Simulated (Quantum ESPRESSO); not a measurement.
# Al (Fm-3m) in Quantum ESPRESSO: a series of runs, part 2 of 3

Quantum ESPRESSO 7.5. Earlier steps stand in the parts before.

## 3. Phonons, BLYP

Input file pw.in:

```
&CONTROL
  calculation = 'scf'
  prefix = 'pwscf'
  outdir = './tmp'
  pseudo_dir = './pseudo'
  tprnfor = .true.
  tstress = .true.
  disk_io = 'low'
/
&SYSTEM
  ibrav = 0
  nat = 1
  ntyp = 1
  ecutwfc = 45
  ecutrho = 360
  nbnd = 6
  input_dft = 'blyp'
  occupations = 'smearing'
  smearing = 'mv'
  degauss = 0.01469973
/
&ELECTRONS
  conv_thr = 2d-10
  electron_maxstep = 120
  mixing_beta = 0.5
/
ATOMIC_SPECIES
Al    26.9815 al_pbe_v1.uspp.F.UPF
CELL_PARAMETERS bohr
   0.0000000000    3.8263269058    3.8263269058
   3.8263269058    0.0000000000    3.8263269058
   3.8263269058    3.8263269058    0.0000000000
ATOMIC_POSITIONS bohr
Al     0.0000000000    0.0000000000    0.0000000000
K_POINTS automatic
11 11 11 0 0 0
```

Input file relax.in:

```
&CONTROL
  calculation = 'vc-relax'
  prefix = 'pwscf'
  outdir = './tmp'
  pseudo_dir = './pseudo'
  tprnfor = .true.
  tstress = .true.
  disk_io = 'low'
  nstep = 40
  forc_conv_thr = 0.0001
  etot_conv_thr = 1d-06
/
&SYSTEM
  ibrav = 0
  nat = 1
  ntyp = 1
  ecutwfc = 45
  ecutrho = 360
  nbnd = 6
  input_dft = 'blyp'
  occupations = 'smearing'
  smearing = 'mv'
  degauss = 0.01469973
/
&ELECTRONS
  conv_thr = 2d-10
  electron_maxstep = 120
  mixing_beta = 0.5
/
&IONS
  ion_dynamics = 'bfgs'
/
&CELL
  cell_dynamics = 'bfgs'
  press = 0
  press_conv_thr = 0.2
/
ATOMIC_SPECIES
Al    26.9815 al_pbe_v1.uspp.F.UPF
CELL_PARAMETERS bohr
   0.0000000000    3.8263269058    3.8263269058
   3.8263269058    0.0000000000    3.8263269058
   3.8263269058    3.8263269058    0.0000000000
ATOMIC_POSITIONS bohr
Al     0.0000000000    0.0000000000    0.0000000000
K_POINTS automatic
11 11 11 0 0 0
```

Input file scf2.in:

```
&CONTROL
  calculation = 'scf'
  prefix = 'pwscf'
  outdir = './tmp'
  pseudo_dir = './pseudo'
  tprnfor = .true.
  tstress = .true.
  disk_io = 'low'
/
&SYSTEM
  ibrav = 0
  nat = 1
  ntyp = 1
  ecutwfc = 45
  ecutrho = 360
  nbnd = 6
  input_dft = 'blyp'
  occupations = 'smearing'
  smearing = 'mv'
  degauss = 0.01469973
/
&ELECTRONS
  conv_thr = 1d-13
  electron_maxstep = 120
  mixing_beta = 0.5
  startingpot = 'file'
  startingwfc = 'file'
/
ATOMIC_SPECIES
Al    26.9815 al_pbe_v1.uspp.F.UPF
CELL_PARAMETERS bohr
   0.0000000000    3.8899632773    3.8899632773
   3.8899632773    0.0000000000    3.8899632773
   3.8899632773    3.8899632773    0.0000000000
ATOMIC_POSITIONS bohr
Al     0.0000000000    0.0000000000    0.0000000000
K_POINTS automatic
11 11 11 0 0 0
```

Input file ph.in:

```
phonons of Al
&INPUTPH
  prefix = 'pwscf'
  outdir = './tmp'
  tr2_ph = 1d-18
  fildyn = 'dyn'
  niter_ph = 90
  alpha_mix(1) = 0.4
/
0.0000000000 0.7071067812 0.0000000000
```

Potentials or basis: GBRV 1.5 PBE.

Started as:

```
$ OMP_NUM_THREADS=1 pw.x -in pw.in > pw.out
$ OMP_NUM_THREADS=1 pw.x -in relax.in > relax.out
$ OMP_NUM_THREADS=1 pw.x -in scf2.in > scf2.out
$ OMP_NUM_THREADS=1 ph.x -in ph.in > ph.out
```

pw.out:

```text
This program is part of the open-source Quantum ESPRESSO suite
     for quantum simulation of materials; please cite
         "P. Giannozzi et al., J. Phys.:Condens. Matter 21 395502 (2009);
         "P. Giannozzi et al., J. Phys.:Condens. Matter 29 465901 (2017);
         "P. Giannozzi et al., J. Chem. Phys. 152 154105 (2020);
     in publications or presentations arising from this work. More details at

     IMPORTANT: XC functional enforced from input :
     Exchange-correlation= BLYP
                           (   1   3   1   3   0   0   0)
     Any further DFT definition will be discarded
     Please, verify this is what you really want

     Message from routine setup:
     using ibrav=0 with symmetry is DISCOURAGED, use correct ibrav instead

     G-vector sticks info
     --------------------
     sticks:   dense  smooth     PW     G-vecs:    dense   smooth      PW
     Sum         733     367    121                12939     4621     893

     Using Slab Decomposition

     bravais-lattice index     =            0
     lattice parameter (alat)  =       5.4112  a.u.
     unit-cell volume          =     112.0408 (a.u.)^3
     number of atoms/cell      =            1
     number of atomic types    =            1
     number of electrons       =         3.00
     number of Kohn-Sham states=            6
     kinetic-energy cutoff     =      45.0000  Ry
     charge density cutoff     =     360.0000  Ry
     scf convergence threshold =      2.0E-10
     mixing beta               =       0.5000
     number of iterations used =            8  plain     mixing
     Exchange-correlation= BLYP
                           (   1   3   1   3   0   0   0)

     celldm(1)=   5.411243  celldm(2)=   0.000000  celldm(3)=   0.000000
     celldm(4)=   0.000000  celldm(5)=   0.000000  celldm(6)=   0.000000

     crystal axes: (cart. coord. in units of alat)
               a(1) = (   0.000000   0.707107   0.707107 )
               a(2) = (   0.707107   0.000000   0.707107 )
               a(3) = (   0.707107   0.707107   0.000000 )

     reciprocal axes: (cart. coord. in units 2 pi/alat)
               b(1) = ( -0.707107  0.707107  0.707107 )
               b(2) = (  0.707107 -0.707107  0.707107 )
               b(3) = (  0.707107  0.707107 -0.707107 )

     PseudoPot. # 1 for Al read from file:
     al_pbe_v1.uspp.F.UPF
     Pseudo is Ultrasoft + core correction, Zval =  3.0
     Generated by new atomic code, or converted to UPF format
     Using radial grid of  893 points,  3 beta functions with:
                l(1) =   0
                l(2) =   1
                l(3) =   2
     Q(r) pseudized with  8 coefficients,  rinner =    0.900   0.900   0.900
                                                       0.900   0.900

     atomic species   valence    mass     pseudopotential
     Al                3.00    26.98150     Al( 1.00)

     48 Sym. Ops., with inversion, found

   Cartesian axes

     site n.     atom                  positions (alat units)
         1        Al     tau(   1) = (   0.0000000   0.0000000   0.0000000  )

     number of k points=    56  Marzari-Vanderbilt smearing, width (Ry)=  0.0147
                       cart. coord. in units 2pi/alat
        k(    1) = (   0.0000000   0.0000000   0.0000000), wk =   0.0015026
        k(    2) = (   0.0642824   0.0642824  -0.0642824), wk =   0.0120210
        k(    3) = (   0.1285649   0.1285649  -0.1285649), wk =   0.0120210
        k(    4) = (   0.1928473   0.1928473  -0.1928473), wk =   0.0120210
        k(    5) = (   0.2571297   0.2571297  -0.2571297), wk =   0.0120210
        k(    6) = (   0.3214122   0.3214122  -0.3214122), wk =   0.0120210
[... 48 lines left out ...]
        k(   55) = (  -0.0642824  -0.4499770   0.7071068), wk =   0.0360631
        k(   56) = (   0.0000000  -0.3856946   0.6428243), wk =   0.0360631

     Dense  grid:    12939 G-vectors     FFT dimensions: (  36,  36,  36)

     Smooth grid:     4621 G-vectors     FFT dimensions: (  24,  24,  24)

     Initial potential from superposition of free atoms

     starting charge       2.9975, renormalised to       3.0000
     Starting wfcs are    4 randomized atomic wfcs +    2 random wfcs

     Self-consistent Calculation

     iteration #  1     ecut=    45.00 Ry     beta= 0.50
     Davidson diagonalization with overlap
     ethr =  1.00E-02,  avg # of iterations =  5.6

     Threshold (ethr) on eigenvalues was too large:
     Diagonalizing with lowered threshold

     Davidson diagonalization with overlap
     ethr =  1.22E-04,  avg # of iterations =  2.7

     total energy              =      -6.62072373 Ry
     estimated scf accuracy    <       0.00366006 Ry

     iteration #  2     ecut=    45.00 Ry     beta= 0.50
     Davidson diagonalization with overlap
     ethr =  1.22E-04,  avg # of iterations =  1.0

     total energy              =      -6.62082276 Ry
     estimated scf accuracy    <       0.00087297 Ry

     iteration #  3     ecut=    45.00 Ry     beta= 0.50
     Davidson diagonalization with overlap
     ethr =  2.91E-05,  avg # of iterations =  1.2

     total energy              =      -6.62087427 Ry
     estimated scf accuracy    <       0.00000883 Ry

     iteration #  4     ecut=    45.00 Ry     beta= 0.50
     Davidson diagonalization with overlap
     c_bands:  1 eigenvalues not converged
     ethr =  2.94E-07,  avg # of iterations =  3.2

     total energy              =      -6.62087632 Ry
     estimated scf accuracy    <       0.00000008 Ry

     iteration #  5     ecut=    45.00 Ry     beta= 0.50
     Davidson diagonalization with overlap
     ethr =  2.51E-09,  avg # of iterations =  1.9

     total energy              =      -6.62087634 Ry
     estimated scf accuracy    <          7.9E-09 Ry

     iteration #  6     ecut=    45.00 Ry     beta= 0.50
     Davidson diagonalization with overlap
     ethr =  2.62E-10,  avg # of iterations =  1.4

     End of self-consistent calculation

          k = 0.0000 0.0000 0.0000 (   537 PWs)   bands (ev):

    -2.7909  20.8564  20.8564  21.9252  21.9252  21.9252

          k = 0.0643 0.0643-0.0643 (   555 PWs)   bands (ev):

    -2.5674  17.9004  20.1234  20.1234  22.7722  22.9666

          k = 0.1286 0.1286-0.1286 (   567 PWs)   bands (ev):

    -1.8986  14.2984  19.3707  19.3707  22.6146  23.8015
[... 75 lines left out ...]
     2.7783   6.6678  12.9398  17.2081  19.1400  23.5317

          k =-0.0643-0.3214 0.3214 (   571 PWs)   bands (ev):

     0.9683   9.4526  12.7963  18.3970  20.4210  23.3375

          k = 0.0000-0.2571 0.2571 (   568 PWs)   bands (ev):

    -0.4220  12.1273  13.4973  19.9227  22.0168  23.1414

          k = 0.3857 0.0000-0.0000 (   568 PWs)   bands (ev):

    -0.1290  15.3601  15.3601  15.4183  15.4584  18.7476

          k = 0.4500 0.0643-0.0643 (   570 PWs)   bands (ev):

     0.9659  12.3916  13.4776  14.9192  16.2687  19.4688
[... 27 lines left out ...]
     4.9845   8.3762   8.9012  14.3520  15.9435  21.3583

          k =-0.0000-0.5143 0.5143 (   574 PWs)   bands (ev):

     6.4554   6.6263   8.0548  14.9253  16.6566  24.5062

          k = 0.6428-0.0000 0.0000 (   584 PWs)   bands (ev):

     4.4193   7.8339  13.7206  13.8420  13.8420  17.2323

          k =-0.0000-0.6428 0.6428 (   578 PWs)   bands (ev):

     5.5212   6.8867  11.3071  13.9062  15.1630  18.4741

          k = 0.2571 0.1286 0.0000 (   568 PWs)   bands (ev):

    -1.3064  14.3088  15.4504  19.9492  20.1908  21.8965

          k = 0.3214 0.1928-0.0643 (   573 PWs)   bands (ev):

    -0.2018  11.3689  14.6002  18.1594  20.3940  23.3054

          k = 0.3857 0.2571-0.1286 (   576 PWs)   bands (ev):

     1.3318   8.3423  14.4979  16.6720  20.4314  22.6319
[... 19 lines left out ...]
     4.7709   5.5434  11.8590  14.0429  20.1394  23.5196

          k =-0.0643-0.3214 0.4500 (   567 PWs)   bands (ev):

     2.7048   8.0676  11.4487  15.0364  21.1128  23.0232

          k = 0.0000-0.2571 0.3857 (   572 PWs)   bands (ev):

     1.0406  10.4829  11.9130  16.4178  22.3458  22.3713

          k = 0.5143 0.1286 0.0000 (   578 PWs)   bands (ev):

     2.1947  11.5838  11.6296  12.8818  17.5972  19.6405

          k =-0.1286-0.5143 0.6428 (   571 PWs)   bands (ev):

     3.8325   9.1622  10.2204  12.4968  18.3985  21.7143

          k =-0.0643-0.4500 0.5785 (   567 PWs)   bands (ev):

     5.8263   6.6648   9.2483  12.9174  19.0050  24.6275

          k = 0.0000-0.3857 0.5143 (   574 PWs)   bands (ev):

     4.4887   7.7301   9.1779  13.7767  19.9022  25.5860

          k =-0.0643-0.5785 0.7071 (   575 PWs)   bands (ev):

     4.7022   8.1151  11.0353  12.3436  17.0611  19.1524

          k =-0.0000-0.5143 0.6428 (   572 PWs)   bands (ev):

     6.0739   7.4566   8.9040  12.2257  18.1354  21.4815
[... 7 lines left out ...]
     4.9701   7.2316  10.5994  11.3550  22.2316  23.1252

          k =-0.0643-0.4500 0.7071 (   568 PWs)   bands (ev):

     5.5478   8.8332   8.9394  10.3130  20.8538  22.3894

          k = 0.0000-0.3857 0.6428 (   578 PWs)   bands (ev):

     6.9445   7.1785   8.6020  10.3793  22.0394  24.7335

     the Fermi energy is     8.3365 ev

!    total energy              =      -6.62087634 Ry
     estimated scf accuracy    <          7.4E-11 Ry
     smearing contrib. (-TS)   =       0.00003382 Ry
     internal energy E=F+TS    =      -6.62091016 Ry

     The total energy is F=E-TS. E is the sum of the following terms:
     one-electron contribution =       2.97503323 Ry
     hartree contribution      =       0.00940038 Ry
     xc contribution           =      -4.21325892 Ry
     ewald contribution        =      -5.39208485 Ry

     convergence has been achieved in   6 iterations

     Forces acting on atoms (cartesian axes, Ry/au):

     atom    1 type  1   force =     0.00000000    0.00000000    0.00000000

     Total force =     0.000000     Total SCF correction =     0.000000

     Computing stress (Cartesian axis) and pressure

          total   stress  (Ry/bohr**3)                   (kbar)     P=       32.61
   0.00022170   0.00000000  -0.00000000           32.61        0.00       -0.00
   0.00000000   0.00022170  -0.00000000            0.00       32.61       -0.00
  -0.00000000  -0.00000000   0.00022170           -0.00       -0.00       32.61

=------------------------------------------------------------------------------=
   JOB DONE.
=------------------------------------------------------------------------------=
```

Wall time 28 s (1 thread of Intel Xeon 6975P-C (Granite Rapids), shared host); peak memory 0.09 GiB.

Results:

| Property | Result |
| --- | --- |
| Free energy | -90.0897 eV |
| Relaxed volume | 17.44 Å³/atom |
| Relaxed cell | a = 2.911 Å, b = 2.911 Å, c = 2.911 Å, α = 60.00°, β = 60.00°, γ = 60.00° |
| Space group after relaxing (to 0.05 Å) | Fm-3m (No. 225) |
| Pressure after relaxing | 0.0 GPa |
| Band gap on the k mesh | none (metal or under the smearing width) |
| Highest phonon frequency at the q point run | 278 cm⁻¹ |

The path:
| step | energy change (eV) | largest force (eV/Å) | pressure (GPa) | volume (Å³) |
| --- | --- | --- | --- | --- |
| 1 | 0.0000 | 0.0000 | 3.26 | 16.60 |
| 2 | -0.0046 | 0.0000 | 2.08 | 16.88 |
| 3 | -0.0074 | 0.0000 | 0.89 | 17.19 |
| 4 | -0.0081 | 0.0000 | 0.06 | 17.43 |
| 5 | -0.0081 | 0.0000 | 0.00 | 17.44 |

Final structure:
```
Al
1.0
     0.00000    2.05848    2.05848
     2.05848    0.00000    2.05848
     2.05848    2.05848    0.00000
Al
1
Direct
  0.00000 0.00000 0.00000
```

Levels at points of the mesh, in eV from the Fermi level:
```tsv
k point	band 1	band 2	band 3	band 4	band 5	band 6
(0.00, 0.00, 0.00)	-10.78	12.26	12.26	12.97	12.97	12.97
```

Phonon frequencies in cm⁻¹ (negative: imaginary):
| q point | frequencies |
| --- | --- |
| (0.500, 0.000, 0.500) | 142 142 278 |

Phonon modes at q = (0.500, 0.000, 0.500) in reciprocal lattice units:
```tsv
mode	symmetry	cm⁻¹
1	E_u	142
2	E_u	142
3	A_2u	278
```

Caveat: the potentials were made for another functional, which shifts forces and pressure; the q point doesn't lie on the k mesh, which can shift a metal's frequencies strongly unless the mesh is converged.

(Continued in part 3 of 3.)
